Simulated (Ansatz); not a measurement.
# Cd4Te3: the cost of one run

Computed with Ansatz 0.2.0 (DFT PBE, scalar-relativistic, plane waves, PAW, unless a step's input says otherwise).

The COD entry's cell or inner coordinates are ideal or old and differ from later refinements, so a difference from it is no clean test against experiment.

2 further runs of the same task are left out: 2 set aside as unsound or not needed.

**1. The system as given**

The structure is cubic, space group F-43m (No. 216). The conventional cell has a = 6.617 Å, b = 6.617 Å, c = 6.617 Å, α = 90.00°, β = 90.00°, γ = 90.00°. Cd (site symmetry -43m) is surrounded by 4 Te at 2.87 Å. Te (site symmetry -43m) has 4 Cd at 2.87 Å in its first shell of neighbours.

Structure file:

```cif
data_structure
_symmetry_space_group_name_H-M 'F-43m'
_symmetry_Int_Tables_number 216
_cell_length_a 6.6174
_cell_length_b 6.6174
_cell_length_c 6.6174
_cell_angle_alpha 90.000
_cell_angle_beta 90.000
_cell_angle_gamma 90.000
_cell_volume 289.77
loop_
_atom_site_label
_atom_site_type_symbol
_atom_site_symmetry_multiplicity
_atom_site_Wyckoff_symbol
_atom_site_fract_x
_atom_site_fract_y
_atom_site_fract_z
_atom_site_occupancy
Cd1 Cd 4 a 0.00000 0.00000 0.00000 1
Te1 Te 4 c 0.25000 0.25000 0.25000 1
```

This cell was relaxed beforehand with the same method: volume 36.22 Å³/atom, gap on the mesh 0.59 eV.

Bulk energy on matching settings, from an earlier run: -7617.6697 eV/atom.

**2. The (100) slab**

Miller indices refer to the conventional cell of the relaxed bulk, F-43m (No. 216): a = 6.617 Å, b = 6.617 Å, c = 6.617 Å, α = 90.00°, β = 90.00°, γ = 90.00°.

The slab is a (100) slab, 9.9 Å thick as cut, with 15 Å of vacuum; its outer planes are Cd (top) and Cd (bottom).

The slab as cut. Its planes from the bottom up:

| plane | atoms per cell | height over the lowest (Å) |
| --- | --- | --- |
| 1 | Cd | 0.00 |
| 2 | Te | 1.65 |
| 3 | Cd | 3.31 |
| 4 | Te | 4.96 |
| 5 | Cd | 6.62 |
| 6 | Te | 8.27 |
| 7 | Cd | 9.93 |

**3. The slab as cut, atoms at the bulk's places**

The cell repeats along c, and a dipole correction in the vacuum removes the field between the copies.

The input, input.yaml:

```yaml
crystal:
  lattice:
    - [4.6791895935, 0.0, 0.0]
    - [0.0, 4.6791895935, 0.0]
    - [0.0, 0.0, 24.926060076]
  atoms:
    - { symbol: Cd, position: [0.5, 0.5, 0.3008899111] }
    - { symbol: Te, position: [0.5, 0.0, 0.3672599407] }
    - { symbol: Cd, position: [0.0, 0.0, 0.4336299704] }
    - { symbol: Te, position: [0.0, 0.5, 0.5] }
    - { symbol: Cd, position: [0.5, 0.5, 0.5663700296] }
    - { symbol: Te, position: [0.5, 0.0, 0.6327400593] }
    - { symbol: Cd, position: [0.0, 0.0, 0.6991100889] }
basis:
  ecutwfc: 420
kpoints:
  mp_grid: { grid: [8, 8, 1] }
hamiltonian:
  xc: pbe
scf:
  occupations: { method: gaussian, width: 0.05 }
output:
  forces: true
  stress: true
  eigenvalues: true
  write_density: true
  write_potential: true
  elf: true
  volumetric_format: npy
efield:
  axis: 3
  dipole_correction: true
  ramp_width: 0.04
```

On the command line:

```bash
$ ansatz run input.yaml --threads 1 --pin off --max-ram 2560MiB --backend cpu --events-out ev --progress --plain --runs-dir out
```

Q: Estimate wall time and peak memory on 1 thread of Oxide Virtual Turin-like (Zen 5), shared host.

About 87 s, with a peak of 1.1 GiB.
